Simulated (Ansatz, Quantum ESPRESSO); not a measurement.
# Band line-up of the AlAs/MgS(110) superlattice, 5 + 5 layers, a = 5.601 Å, part 7 of 7

Wanted: the band alignment of the AlAs/MgS(110) superlattice, 5 + 5 layers, a = 5.601 Å.

Quantum ESPRESSO 7.5; plane-wave DFT, LDA, GBRV ultrasoft pseudopotentials; cross-check by Ansatz 0.2.0 with PAW datasets.

So far. Step 14 (Projections on atomic orbitals): The atomic orbitals miss 0.8 % of the occupied states; for empty states the projections can miss much more. Step 18 (Offsets by Ansatz's align-bands): The step of the mean potential differs from pw.x's, since each set of potentials has its own local parts; only the offsets compare.

## 20. Self-consistent run of bulk MgS, with ecutwfc = 26 and ecutrho = 130

How much does a setting matter? One run is repeated with a change.

Level of this step: plane-wave DFT, LDA, GBRV ultrasoft pseudopotentials (Quantum ESPRESSO 7.5).

Contents of b.w0.in:

```
&control
  prefix = 'b.w0'
  outdir = './out'
  pseudo_dir = './pseudo'
  calculation = 'scf'
  tprnfor = .true.
/
&system
  ibrav = 0
  nat = 4
  ntyp = 2
  ecutwfc = 26
  ecutrho = 130
  occupations = 'smearing'
  smearing = 'fd'
  degauss = 0.002
/
&electrons
  conv_thr = 1e-07
  mixing_beta = 0.5
  electron_maxstep = 120
/
ATOMIC_SPECIES
  Mg  24.3050  mg_lda_v1.4.uspp.F.UPF
  S   32.0600  s_lda_v1.4.uspp.F.UPF
CELL_PARAMETERS angstrom
  5.60100000000000 0.00000000000000 0.00000000000000
  0.00000000000000 3.96050508142585 0.00000000000000
  0.00000000000000 0.00000000000000 3.96050508142585
ATOMIC_POSITIONS crystal
  Mg  0.000000000000 0.000000000000 0.000000000000
  S   0.250000000000 0.500000000000 0.000000000000
  Mg  0.500000000000 0.500000000000 0.500000000000
  S   0.750000000000 0.000000000000 0.500000000000
K_POINTS automatic
  6 8 8 0 0 0
```

Command:

```
$ OMP_NUM_THREADS=1 mpirun -n 4 pw.x -nk 4 -in b.w0.in > b.w0.out
```

Output:

```text
[banner, memory and clock lines left out]
Program PWSCF v.7.5 starts
[citation notice left out]

[...]
Message from routine setup:
[...]
bravais-lattice index     =            0
     lattice parameter (alat)  =      10.5844  a.u.
     unit-cell volume          =     592.8753 (a.u.)^3
     number of atoms/cell      =            4
     number of atomic types    =            2
     number of electrons       =        32.00
     number of Kohn-Sham states=           20
     kinetic-energy cutoff     =      26.0000  Ry
     charge density cutoff     =     130.0000  Ry
     scf convergence threshold =      1.0E-07
     mixing beta               =       0.5000
     number of iterations used =            8  plain     mixing
     Exchange-correlation=  SLA  PZ   NOGX NOGC
                           (   1   1   0   0   0   0   0)

[...]
PseudoPot. # 1 for Mg read from file:
     ./pseudo/mg_lda_v1.4.uspp.F.UPF
     Pseudo is Ultrasoft, Zval = 10.0
     Generated by new atomic code, or converted to UPF format
     Using radial grid of  821 points,  7 beta functions with:
                l(1) =   0
                l(2) =   0
                l(3) =   0
                l(4) =   1
                l(5) =   1
                l(6) =   2
                l(7) =   2
     Q(r) pseudized with  8 coefficients,  rinner =    1.200   1.200   1.200
                                                       1.200   1.200

     PseudoPot. # 2 for S  read from file:
     ./pseudo/s_lda_v1.4.uspp.F.UPF
     Pseudo is Ultrasoft + core correction, Zval =  6.0
     Generated by new atomic code, or converted to UPF format
     Using radial grid of  907 points,  6 beta functions with:
                l(1) =   0
                l(2) =   0
                l(3) =   1
                l(4) =   1
                l(5) =   2
                l(6) =   2
     Q(r) pseudized with  8 coefficients,  rinner =    1.300   1.300   1.300
                                                       1.300   1.300

     atomic species   valence    mass     pseudopotential
     Mg               10.00    24.30500     Mg( 1.00)
     S                 6.00    32.06000     S ( 1.00)

      8 Sym. Ops. (no inversion) found

[...]
number of k points=    60  Fermi-Dirac smearing, width (Ry)=  0.0020
[...]
Dense  grid:    14735 G-vectors     FFT dimensions: (  40,  27,  27)

     Smooth grid:    10555 G-vectors     FFT dimensions: (  36,  25,  25)

     Initial potential from superposition of free atoms

     starting charge      31.3995, renormalised to      32.0000
     Starting wfcs are   18 randomized atomic wfcs +    2 random wfcs

     per-process dynamical memory:    27.3 Mb

     Self-consistent Calculation

     iteration #  1     ecut=    26.00 Ry     beta= 0.50
     Davidson diagonalization with overlap
     ethr =  1.00E-02,  avg # of iterations =  6.2

     total energy              =    -298.54237471 Ry
     estimated scf accuracy    <       0.39272663 Ry

     iteration #  2     ecut=    26.00 Ry     beta= 0.50
[...]
total energy              =    -298.61961820 Ry
     estimated scf accuracy    <       0.01924151 Ry

     iteration #  3     ecut=    26.00 Ry     beta= 0.50
[...]
total energy              =    -298.62013854 Ry
     estimated scf accuracy    <       0.00315189 Ry

     iteration #  4     ecut=    26.00 Ry     beta= 0.50
[...]
total energy              =    -298.62032461 Ry
     estimated scf accuracy    <       0.00020484 Ry

     iteration #  5     ecut=    26.00 Ry     beta= 0.50
[...]
total energy              =    -298.62035117 Ry
     estimated scf accuracy    <       0.00001165 Ry

     iteration #  6     ecut=    26.00 Ry     beta= 0.50
[...]
total energy              =    -298.62035423 Ry
     estimated scf accuracy    <       0.00000016 Ry

     iteration #  7     ecut=    26.00 Ry     beta= 0.50
[...]
total energy              =    -298.62035430 Ry
     estimated scf accuracy    <       0.00000024 Ry

     iteration #  8     ecut=    26.00 Ry     beta= 0.50
[...]
End of self-consistent calculation

          k = 0.0000 0.0000 0.0000 (  1297 PWs)   bands (ev):

   -70.2472 -70.2447 -37.6145 -37.6090 -37.6090 -37.6013 -37.6013 -37.6012
    -8.2935  -7.2953   0.0888   1.9732   1.9732   3.0672   3.0672   3.0672
     6.4122   6.7027   8.5354  10.9068

          k = 0.0000 0.0000 0.1768 (  1326 PWs)   bands (ev):

   -70.2536 -70.2506 -37.6412 -37.6230 -37.6221 -37.6193 -37.6167 -37.6078
    -8.2292  -7.2946   0.1848   1.6412   2.0342   2.5790   2.9606   3.0580
     6.9191   7.0386   8.9353  10.7190

[...]
the Fermi energy is     4.8723 ev

!    total energy              =    -298.62035430 Ry
     estimated scf accuracy    <       0.00000002 Ry
     smearing contrib. (-TS)   =       0.00000000 Ry
     internal energy E=F+TS    =    -298.62035430 Ry

     The total energy is F=E-TS. E is the sum of the following terms:
     one-electron contribution =    -226.77196822 Ry
     hartree contribution      =     113.95109868 Ry
     xc contribution           =     -49.79242738 Ry
     ewald contribution        =    -136.00705739 Ry

     convergence has been achieved in   8 iterations

     Forces acting on atoms (cartesian axes, Ry/au):

     atom    1 type  1   force =     0.00000000    0.00000000    0.00000000
     atom    2 type  2   force =    -0.00000045    0.00000000    0.00000000
     atom    3 type  1   force =     0.00000000    0.00000000    0.00000000
     atom    4 type  2   force =     0.00000045    0.00000000    0.00000000

     Total force =     0.000001     Total SCF correction =     0.000004
     SCF correction compared to forces is large: reduce conv_thr to get better values

[...]
```

Run time: 6.7 s. Hardware: 4 MPI ranks of Intel Xeon Platinum 8223CL at 3.00GHz (Skylake/Cascade Lake), shared host; peak memory 0.31 GiB; 26 s of CPU time.

The changed values were drawn from a wide range, not chosen for quality; the comparison shows what they did here together.

Beside the run it was changed from:

```tsv
quantity	this run	unchanged run	difference
free energy (eV)	-4062.937	-4064.376	1.4
wall time (s)	6.7	12	
SCF iterations	8	8
```

The free energy moves by +3.6e+02 meV an atom.

## 21. What came out

- valence top of MgS less that of AlAs: -1.81 eV
- conduction bottom of MgS less that of AlAs: 0.26 eV
- gap of bulk AlAs along the path: 1.28 eV
- gap of bulk MgS along the path: 3.34 eV
- the valence offset by Ansatz: -1.79 eV

**Reading.** The valence top of MgS lies 1.81 eV below that of AlAs, and its conduction bottom 0.26 eV above (LDA, GBRV ultrasoft). At this level the alignment is straddling (type I): one gap lies inside the other. The conduction bottom lies at X in AlAs and at Γ in MgS, so the conduction offset joins unlike valleys. The atoms are held on ideal sites, so the interface is not relaxed. The thickness of the layers was not varied. Quantum ESPRESSO and Ansatz give -1.81 and -1.79 eV for the valence offset, which agree. Both crystals are held cubic at a = 5.601 Å, a typed value between or near their lattice constants, which no run here tested; a real film grown on one of them would be clamped in the plane and relax along the normal. Semilocal gaps are too small and can put the valleys in the wrong order, which spoils the conduction offset more than the valence offset. Spin-orbit coupling is left out; depending on the atoms that carry the levels of interest, it can split and shift them by tens to hundreds of meV.

[Logs are printed without paths, hosts, clocks, repeated set-up lines and the standing remarks that a program may print on its own settings, such as how far it seeks lower states.]

[Hosts, paths, dates, database ids (printed as entryN), source tags and the programs' standing remarks are cut or masked in the printed files.]

[Maps of the electrostatic potential energy from Ansatz leave out the sawtooth potential of an applied field or a dipole correction, so their vacuum need not be flat; planar profiles and work functions include it.]
